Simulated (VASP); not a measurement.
# A slab model of the (1 1 1) face of Al2Pt, part 5 of 5

How does the (1 1 1) face of Al2Pt behave as a surface? The start is a cell from a database of measured crystal structures.

VASP 6.6.1, plane waves and PAW; the level of theory is named at each step.

So far. Step 4 (Potential and states of the slab): The vacuum level lies 4.25 eV above the Fermi level at the upper face; the two faces differ by 0.08 eV, the step that the slab's dipole of 0.006 e·Å makes. Step 7 (The slab in a field, field -0.1): Energy at zero smearing: -62.76496 eV.

The database entry behind the starting cell differs from later determinations by our own check (0.1 to 0.3 % short, probably kX units), so it need not match the best structure at ambient conditions.

## Step 8: The slab in a field, field 0.1

Level of this step: PBE; plane waves and PAW (Al, Pt) (VASP).

File INCAR:

```
SYSTEM = Al2Pt
PREC = Normal
ENCUT = 300
EDIFF = 1E-06
NELM = 120
ISMEAR = 0
SIGMA = 0.2
LREAL = .FALSE.
ALGO = Fast
GGA = PE
NBANDS = 44
LASPH = .TRUE.
LORBIT = 11
LWAVE = .FALSE.
LCHARG = .FALSE.
KPAR = 2
IDIPOL = 3
LDIPOL = .TRUE.
DIPOL = 0.5 0.5 0.5
EFIELD = 0.1
LVHAR = .TRUE.
```

File POSCAR:

```
Al2Pt
1.0
    4.1790010768      0.0000000000      0.0000000000
   -2.0895005384      3.6191210950      0.0000000000
    0.0000000000      0.0000000000     26.9424903182
Al Pt
8 4
Direct
    0.0000000000      0.0000000000      0.2783707000
    0.3333333300      0.6666666700      0.3416933600
    0.6666666700      0.3333333300      0.4050160200
    0.0000000000      0.0000000000      0.4683386700
    0.3333333300      0.6666666700      0.5323938718
    0.6666666700      0.3333333300      0.5968371819
    0.0000000000      0.0000000000      0.6594771398
    0.3333333300      0.6666666700      0.7173801223
    0.6666666700      0.3333333300      0.3100320300
    0.3333333300      0.6666666700      0.4366773400
    0.0000000000      0.0000000000      0.5648888393
    0.6666666700      0.3333333300      0.6920677984
```

File KPOINTS:

```
Automatic mesh
0
Gamma
6 6 1
0 0 0
```

PAW data sets: Al and Pt (PBE family, release 64).

Command:

```bash
$ mpirun -np 2 vasp_std
```

Output:

```text
[... set-up lines as in an earlier step ...]
 entering main loop
       N       E                     dE             d eps       ncg     rms          rms(c)
DAV:   1     0.255149219457E+03    0.25515E+03   -0.18146E+04   616   0.756E+02
DAV:   2    -0.443070478243E+02   -0.29946E+03   -0.27443E+03   792   0.180E+02
DAV:   3    -0.655839486815E+02   -0.21277E+02   -0.20626E+02   752   0.476E+01
DAV:   4    -0.662253359780E+02   -0.64139E+00   -0.63859E+00   856   0.884E+00
DAV:   5    -0.662434966562E+02   -0.18161E-01   -0.18149E-01   840   0.148E+00    0.164E+01
RMM:   6    -0.938322440451E+02   -0.27589E+02   -0.37772E+01   816   0.160E+01    0.206E+01
RMM:   7    -0.677976616959E+02    0.26035E+02   -0.99749E+00   727   0.816E+00    0.801E+00
RMM:   8    -0.635873285141E+02    0.42103E+01   -0.16322E+00   721   0.389E+00    0.335E+00
RMM:   9    -0.630492411236E+02    0.53809E+00   -0.60070E-01   691   0.254E+00    0.234E+00
RMM:  10    -0.628695786963E+02    0.17966E+00   -0.14243E-01   744   0.115E+00    0.140E+00
RMM:  11    -0.628439111708E+02    0.25668E-01   -0.44848E-02   751   0.816E-01    0.865E-01
RMM:  12    -0.628372861587E+02    0.66250E-02   -0.29692E-02   723   0.577E-01    0.564E-01
RMM:  13    -0.628245107517E+02    0.12775E-01   -0.12695E-02   759   0.314E-01    0.248E-01
RMM:  14    -0.628201736846E+02    0.43371E-02   -0.67825E-03   739   0.245E-01    0.837E-02
RMM:  15    -0.628202504217E+02   -0.76737E-04   -0.13792E-03   771   0.115E-01    0.570E-02
RMM:  16    -0.628203466797E+02   -0.96258E-04   -0.57598E-04   741   0.778E-02    0.279E-02
RMM:  17    -0.628204302754E+02   -0.83596E-04   -0.28559E-04   762   0.463E-02    0.232E-02
RMM:  18    -0.628205418478E+02   -0.11157E-03   -0.12538E-04   751   0.311E-02    0.128E-02
RMM:  19    -0.628206304269E+02   -0.88579E-04   -0.61662E-05   750   0.227E-02    0.773E-03
RMM:  20    -0.628207143308E+02   -0.83904E-04   -0.35164E-05   751   0.150E-02    0.490E-03
RMM:  21    -0.628207680833E+02   -0.53752E-04   -0.74236E-06   597   0.740E-03    0.251E-03
RMM:  22    -0.628208782149E+02   -0.11013E-03   -0.72151E-06   572   0.554E-03    0.164E-03
RMM:  23    -0.628209082710E+02   -0.30056E-04   -0.16868E-06   528   0.308E-03    0.104E-03
RMM:  24    -0.628209326151E+02   -0.24344E-04   -0.19123E-06   487   0.240E-03    0.563E-04
RMM:  25    -0.628209376551E+02   -0.50400E-05   -0.42354E-07   353   0.149E-03    0.509E-04
RMM:  26    -0.628209387843E+02   -0.11292E-05   -0.11882E-07   292   0.116E-03    0.475E-04
RMM:  27    -0.628209390521E+02   -0.26778E-06   -0.39818E-08   242   0.102E-03
   1 F= -.62820939E+02 E0= -.62766272E+02  d E =-.109333E+00
```

Elapsed: 40 s, on 2 MPI ranks of AMD EPYC 7R43, shared host; peak memory 0.35 GiB; 79 s of CPU time.

From OUTCAR (step 8):

```text
   NELECT =      64.0000    total number of electrons

 dipolmoment           0.000000      0.000000      0.130265 electrons x Angstroem

 E-fermi :   1.9600

 k-point     1 :       0.0000    0.0000    0.0000
  band No.  band energies     occupation
    ...
     23      -1.4529      2.00000
     24      -1.3853      2.00000
     25      -1.3853      2.00000
     26      -0.5316      2.00000
     27       1.0726      2.00000
     28       3.0595      0.00000
     29       3.3150      0.00000
     30       3.3150      0.00000
     31       4.0555      0.00000
     32       4.0555      0.00000
    ...

  Total        0.5770611      0.5770611     -0.8786659      0.0000000      0.0000000      0.0000000
  in kB        2.2689193      2.2689193     -3.4547850      0.0000000      0.0000000      0.0000000
  external PRESSURE =       0.3610179 kB  Pullay stress =       0.0000000 kB

 POSITION                                       TOTAL-FORCE (eV/Angst)
 -----------------------------------------------------------------------------------
      0.00000      0.00000      7.50000         0.000000      0.000000      0.439799
     -0.00000      2.41275      9.20607        -0.000000      0.000000     -0.009132
      2.08950      1.20637     10.91214        -0.000000     -0.000000     -0.066264
      0.00000      0.00000     12.61821         0.000000      0.000000      0.089988
     -0.00000      2.41275     14.34402        -0.000000      0.000000      0.015463
      2.08950      1.20637     16.08028         0.000000     -0.000000     -0.011247
      0.00000      0.00000     17.76796         0.000000     -0.000000     -0.009022
     -0.00000      2.41275     19.32801        -0.000000      0.000000     -0.015124
      2.08950      1.20637      8.35303         0.000000      0.000000     -0.407324
     -0.00000      2.41275     11.76518         0.000000      0.000000     -0.035834
      0.00000      0.00000     15.21951         0.000000      0.000000     -0.011879
      2.08950      1.20637     18.64603        -0.000000      0.000000      0.020576
 -----------------------------------------------------------------------------------
    total drift:                               -0.000017      0.000007     -0.001921

  FREE ENERGIE OF THE ION-ELECTRON SYSTEM (eV)
  ---------------------------------------------------
  free  energy   TOTEN  =       -62.8209390521 eV

  energy  without entropy=      -62.7116057252  energy(sigma->0) =      -62.76627239

 vacuum level on the upper side and lower side of the slab         5.650         6.696

[... 8 parts as in an earlier step ...]

[... 9 further parts left out ...]
```

Numbers from this step:

```yaml
free_energy_toten: -62.8209 eV
energy_at_zero_smearing: -62.7663 eV
fermi_energy: 1.96 eV
dipole_moment: 0, 0, 0.1303 e·Å
```

Zero at the Fermi level. The planar average of the electrostatic potential by height:

height (Å), planar average of the electrostatic potential (eV) and a bar from the least value:
```
        0        4.2 #############################
        1        4.7 ##############################
        2        4.6 ##############################
        3        4.5 ##############################
        4        4.4 ##############################
        5        4.2 #############################
        6        3.6 ############################
        7       -2.3 ###################
        8      -11.9 ###
        9      -11.2 ####
       10       -1.0 #####################
       11      -10.2 ######
       12      -11.9 ###
       13       -4.5 ###############
       14       -4.9 ##############
       15      -11.6 ####
       16      -10.0 ######
       17       -1.2 ####################
       18      -11.2 ####
       19      -13.9 
       20       -0.3 ######################
       21        3.8 #############################
       22        4.1 #############################
       23        4.0 #############################
       24        3.9 #############################
       25        3.8 #############################
       26        3.7 ############################
```

Force by atom:

| atom | x (eV/Å) | y (eV/Å) | z (eV/Å) | size |
| --- | --- | --- | --- | --- |
| Al1 | 0.000 | 0.000 | 0.440 | 0.440 |
| Al2 | 0.000 | 0.000 | -0.009 | 0.009 |
| Al3 | 0.000 | 0.000 | -0.066 | 0.066 |
| Al4 | 0.000 | 0.000 | 0.090 | 0.090 |
| Al5 | 0.000 | 0.000 | 0.015 | 0.015 |
| Al6 | 0.000 | 0.000 | -0.011 | 0.011 |
| Al7 | 0.000 | 0.000 | -0.009 | 0.009 |
| Al8 | 0.000 | 0.000 | -0.015 | 0.015 |
| Pt9 | 0.000 | 0.000 | -0.407 | 0.407 |
| Pt10 | 0.000 | 0.000 | -0.036 | 0.036 |
| Pt11 | 0.000 | 0.000 | -0.012 | 0.012 |
| Pt12 | 0.000 | 0.000 | 0.021 | 0.021 |

Energy at zero smearing: -62.76627 eV.

## Step 9: The slab in a field, field 0.2

INCAR, as its differences from that of step 8:

```diff
@@ -19,3 +19,3 @@
 DIPOL = 0.5 0.5 0.5
-EFIELD = 0.1
+EFIELD = 0.2
 LVHAR = .TRUE.
```

POSCAR is that of step 8.

KPOINTS is that of step 8.

Command:

```bash
$ mpirun -np 2 vasp_std
```

Output:

```text
[... set-up lines as in an earlier step ...]
 entering main loop
       N       E                     dE             d eps       ncg     rms          rms(c)
DAV:   1     0.252538674957E+03    0.25254E+03   -0.18166E+04   616   0.756E+02
DAV:   2    -0.445733423278E+02   -0.29711E+03   -0.27122E+03   788   0.180E+02
DAV:   3    -0.669314023393E+02   -0.22358E+02   -0.21602E+02   768   0.488E+01
DAV:   4    -0.676470723230E+02   -0.71567E+00   -0.71110E+00   840   0.933E+00
[...]
RMM:  26    -0.628401630233E+02   -0.45833E-05   -0.46823E-07   433   0.175E-03    0.895E-04
RMM:  27    -0.628401640866E+02   -0.10633E-05   -0.14596E-07   316   0.117E-03    0.592E-04
RMM:  28    -0.628401644285E+02   -0.34187E-06   -0.53514E-08   269   0.997E-04
   1 F= -.62840164E+02 E0= -.62785524E+02  d E =-.109281E+00
```

Run time: 41 s. Hardware: 2 MPI ranks; peak memory 0.35 GiB; 81 s of CPU time.

OUTCAR, selected parts (step 9):

```text
  Total        0.5825635      0.5825635     -0.8868865      0.0000000      0.0000000      0.0000000
  in kB        2.2905537      2.2905537     -3.4871072      0.0000000      0.0000000      0.0000000
  external PRESSURE =       0.3646668 kB  Pullay stress =       0.0000000 kB

 POSITION                                       TOTAL-FORCE (eV/Angst)
 -----------------------------------------------------------------------------------
      0.00000      0.00000      7.50000        -0.000000      0.000000      0.435774
     -0.00000      2.41275      9.20607        -0.000000      0.000000     -0.012541
      2.08950      1.20637     10.91214        -0.000000      0.000000     -0.064897
      0.00000      0.00000     12.61821        -0.000000     -0.000000      0.090913
     -0.00000      2.41275     14.34402        -0.000000      0.000000      0.016661
      2.08950      1.20637     16.08028         0.000000     -0.000000     -0.009945
      0.00000      0.00000     17.76796         0.000000     -0.000000     -0.012407
     -0.00000      2.41275     19.32801        -0.000000     -0.000000     -0.017541
      2.08950      1.20637      8.35303         0.000000     -0.000000     -0.400894
     -0.00000      2.41275     11.76518        -0.000000     -0.000000     -0.038417
      0.00000      0.00000     15.21951         0.000000     -0.000000     -0.015303
      2.08950      1.20637     18.64603         0.000000     -0.000000      0.028598
 -----------------------------------------------------------------------------------
    total drift:                               -0.000017      0.000007     -0.001786

  FREE ENERGIE OF THE ION-ELECTRON SYSTEM (eV)
  ---------------------------------------------------
  free  energy   TOTEN  =       -62.8401644285 eV

  energy  without entropy=      -62.7308836359  energy(sigma->0) =      -62.78552403

[... 2 parts as in an earlier step ...]

[... 1 further part left out ...]
[key lines of the parts left out:]
E-fermi :   1.9606
```

Zero at the Fermi level. Planar average of the electrostatic potential against height:

height (Å), planar average of the electrostatic potential (eV) and a bar from the least value:
```
        0        4.2 ############################
        1        5.2 ##############################
        2        5.0 ##############################
        3        4.8 #############################
        4        4.6 #############################
        5        4.3 #############################
        6        3.6 ###########################
        7       -2.3 ##################
        8      -11.9 ###
        9      -11.2 ####
       10       -1.0 ####################
       11      -10.2 ######
       12      -11.9 ###
       13       -4.5 ###############
       14       -4.9 ##############
       15      -11.6 ####
       16      -10.0 ######
       17       -1.2 ####################
       18      -11.2 ####
       19      -13.9 
       20       -0.3 #####################
       21        3.7 ############################
       22        4.0 ############################
       23        3.8 ############################
       24        3.6 ############################
       25        3.4 ###########################
       26        3.2 ###########################
```

Energy at zero smearing: -62.78552 eV.

## Step 10: The series together

Times are for 2 MPI ranks of AMD EPYC 7R43, shared host. The series side by side:

| no. | field | electronic cycles | time | memory (GiB) |
| --- | --- | --- | --- | --- |
| 1 | -0.1 | 27 | 38 s | 0.36 |
| 2 | 0.1 | 27 | 40 s | 0.35 |
| 3 | 0.2 | 28 | 41 s | 0.35 |

The runs together. Planar average of the electrostatic potential against height:

| height (Å) | -0.1 (eV) | 0.1 (eV) | 0.2 (eV) |
| --- | --- | --- | --- |
| 0 | 4.22 | 4.21 | 4.21 |
| 1 | 3.68 | 4.68 | 5.18 |
| 2 | 3.78 | 4.58 | 4.99 |
| 3 | 3.88 | 4.48 | 4.78 |
| 4 | 3.98 | 4.38 | 4.58 |
| 5 | 4.02 | 4.23 | 4.34 |
| 6 | 3.51 | 3.56 | 3.59 |
| 7 | -2.28 | -2.29 | -2.29 |
| 8 | -11.9 | -11.9 | -11.9 |
| 9 | -11.2 | -11.2 | -11.2 |
| 10 | -0.960 | -0.963 | -0.964 |
| 11 | -10.2 | -10.2 | -10.2 |
| 12 | -11.9 | -11.9 | -11.9 |
| 13 | -4.50 | -4.50 | -4.50 |
| 14 | -4.94 | -4.94 | -4.94 |
| 15 | -11.7 | -11.6 | -11.6 |
| 16 | -10.0 | -10.0 | -10.0 |
| 17 | -1.22 | -1.21 | -1.21 |
| 18 | -11.2 | -11.2 | -11.2 |
| 19 | -13.9 | -13.9 | -13.9 |
| 20 | -0.319 | -0.316 | -0.314 |
| 21 | 3.86 | 3.78 | 3.75 |
| 22 | 4.34 | 4.10 | 3.98 |
| 23 | 4.47 | 4.04 | 3.82 |
| 24 | 4.57 | 3.94 | 3.63 |
| 25 | 4.67 | 3.84 | 3.43 |
| 26 | 4.77 | 3.74 | 3.23 |

## Step 11: Derived quantities

This step: slab, PBE; plane waves and PAW (VASP 6.6.1).

No new run; the numbers come from the runs before.

This step gave:

| Property | Result |
| --- | --- |
| surface energy, as cut | 1.215 J/m² |
| relaxation gain | 0.04552 J/m² |
| surface energy, relaxed | 1.170 J/m² |
| polarisability per area of the slab or monolayer | 1.181 Å |

VASP counts both for electrons: a positive EFIELD is a field along -c, and a positive dipole, in electrons times A, points along -c. Field, by row:

| EFIELD (eV/Å) | dipole along z (e Å) | energy change (eV) |
| --- | --- | --- |
| -0.1 | -0.1178 | -0.005544 |
| 0 | 0.006243 | 0 |
| 0.1 | 0.1303 | -0.006854 |
| 0.2 | 0.2543 | -0.02611 |

The surface energy as cut is the slab's energy at the first step, less 12 times the bulk energy an atom (-5.4176 eV), over twice the area of 15.12 Å².

The polarisability is the slope of the dipole against the field, as a volume for each unit of area.

## Step 12: Outcome

| Property | Result |
| --- | --- |
| surface energy, relaxed | 1.17 J/m² |
| surface energy, as cut | 1.22 J/m² |
| work function of the slab | 4.25 eV |
| polarisability per area of the slab or monolayer | 1.18 Å |

What this shows: The work function is 4.25 eV at the upper face and 4.18 eV at the lower, which was held as cut. The surface costs 1.17 J/m²; for a metal this figure can move by about 0.1 J/m² with the k mesh. Relaxing the upper layers lowers the surface energy from 1.22 to 1.17 J/m². The value as cut is the mean over both faces, and the gain of the relaxation is booked to the faces that were free. The atom that ends on top (Al) moved inwards by 0.11 Å. Spin-orbit coupling is left out, which matters for the heavy elements here. The cell in the plane was kept as given and was not relaxed here.

[Lines on the potential files, build, host, timing and source positions are cut from VASP's logs without a mark.]

[Logs are printed without paths, hosts, clocks, repeated set-up lines and the standing remarks that a program may print on its own settings, such as how far it seeks lower states.]

[Hosts, paths, dates, database ids (printed as entryN), source tags and the programs' standing remarks are cut or masked in the printed files.]

[In band tables of VASP the shares of atoms and orbitals are scaled to a sum of 1 inside the atoms' spheres.]

[Runs that stopped without an error message from VASP are left out.]
